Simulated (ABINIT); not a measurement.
A run of ABINIT 10.8.3 (patched build) is set up as follows.

The input run.abi:

```
# Datasets: ground state, then fixed potential
ndtset 2

# Pseudopotentials
pp_dirpath "./"
pseudos "Ti.GGA_PBE-JTH.xml, C.GGA_PBE-JTH.xml"

# Structure
acell 3*1.0
rprim
     0.0000000000     4.0926154775     4.0926154775
     4.0926154775     0.0000000000     4.0926154775
     4.0926154775     4.0926154775     0.0000000000
ntypat 2
znucl 22 6
natom 2
typat 1 2
xred
     0.0000000000     0.0000000000     0.0000000000
     0.5000000000     0.5000000000     0.5000000000

# Plane-wave basis
ecut 19.0
pawecutdg 38.0

# Exchange and correlation
ixc 15

# Bands and occupations
occopt 3
tsmear 0.05 eV

# SCF cycle
nstep 100

# Output
iomode 3
prtwf 0
prteig 0
prtebands 0
enunit 1
prtden1 1

# Dataset 1
kptopt1 1
ngkpt1 11 11 11
nshiftk1 1
shiftk1 0.0 0.0 0.0
nband1 12
tolvrs1 1.0e-9

# Dataset 2: bands along G-X-W-K-G-L-U-W-L-K
iscf2 -2
getden2 1
nband2 18
nbdbuf2 4
tolwfr2 1.0e-11
kptopt2 -9
ndivsm2 8
prteig2 1
prtvol2 -3
kptbounds2
     0.0000000000     0.0000000000     0.0000000000
     0.5000000000     0.0000000000     0.5000000000
     0.5000000000     0.2500000000     0.7500000000
     0.3750000000     0.3750000000     0.7500000000
     0.0000000000     0.0000000000     0.0000000000
     0.5000000000     0.5000000000     0.5000000000
     0.6250000000     0.2500000000     0.6250000000
     0.5000000000     0.2500000000     0.7500000000
     0.5000000000     0.5000000000     0.5000000000
     0.3750000000     0.3750000000     0.7500000000
```

Potentials or basis: JTH PAW PBE v2.0.

Launch:

```console
$ abinit run.abi > log 2>&1
```

Q: Estimate the band gap on the k mesh.

A: None (metal or under the smearing width).

Q: Predict the pressure.

A: 5.2 GPa.

Levels at the corners of the path, in eV from the Fermi level:
```tsv
point	band 4	band 5	band 6	band 7	band 8	band 9	band 10	band 11	band 12	band 13
Γ	-32.72	-12.53	0.65	0.65	0.65	1.61	1.61	1.61	1.65	1.65
X	-32.89	-10.26	-3.50	-1.67	-0.11	-0.11	2.65	3.48	3.48	5.73
W	-32.90	-9.67	-3.21	-3.21	-2.78	2.74	2.74	3.48	5.04	5.15
K	-32.85	-9.74	-3.54	-3.42	-1.80	1.41	3.10	3.78	5.37	5.45
Γ	-32.72	-12.53	0.65	0.65	0.65	1.61	1.61	1.61	1.65	1.65
L	-32.77	-9.06	-5.91	-2.97	-2.97	2.88	2.88	4.06	8.11	8.11
U	-32.85	-9.74	-3.54	-3.42	-1.80	1.41	3.10	3.78	5.37	5.45
W	-32.90	-9.67	-3.21	-3.21	-2.78	2.74	2.74	3.48	5.04	5.15
L	-32.77	-9.06	-5.91	-2.97	-2.97	2.88	2.88	4.06	8.11	8.11
K	-32.85	-9.74	-3.54	-3.42	-1.80	1.41	3.10	3.78	5.37	5.45
```

Caveat: the PAW data sets were made with another functional, which shifts forces and pressure a little.
